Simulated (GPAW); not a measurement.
The system is TiAl.

```xyz
2
Lattice="3.1791 0.0000 0.0000 0.0000 3.1791 0.0000 0.0000 0.0000 3.1791" Properties=species:S:1:pos:R:3 pbc="T T T"
Ti    0.0000    0.0000    0.0000
Al    1.5895    1.5895    1.5895
```

The cell comes from a database or a generator and needn't be the stable form of this composition.

* Program: GPAW 26.7.0
* Task: single point
* Functional: PBEsol
* Potentials or basis: PAW data sets generated in the run's folder for this functional
* Cutoff: 600 eV
* Basis: pw
* k mesh: 8 × 8 × 8
* Occupations: fermi-dirac, width 0.05 eV
* Spin: no spin polarisation

On this cell: pressure -2.5 GPa; largest force zero by symmetry; band gap on the k mesh none (metal or under the smearing width).

The same run follows on a disturbed copy (atoms moved at random, drawn with an rms of 0.05 Å):

```
Ti Al
1.0
     3.17906    0.00000    0.00000
     0.00000    3.17906    0.00000
     0.00000    0.00000    3.17906
Ti Al
1 1
Direct
  0.99886 0.00758 0.00170
  0.50931 0.50647 0.50062
```

Problem. What changes?

Solution. The energy (extrapolated to zero smearing) moves by +1.8 meV/atom; pressure -2.4 GPa; largest force 0.209 eV/Å; band gap on the k mesh none (metal or under the smearing width).

Forces in eV/Å, atoms in the order of the input:
```
Ti   0.207 -0.022 -0.022
Al  -0.207  0.022  0.021
```
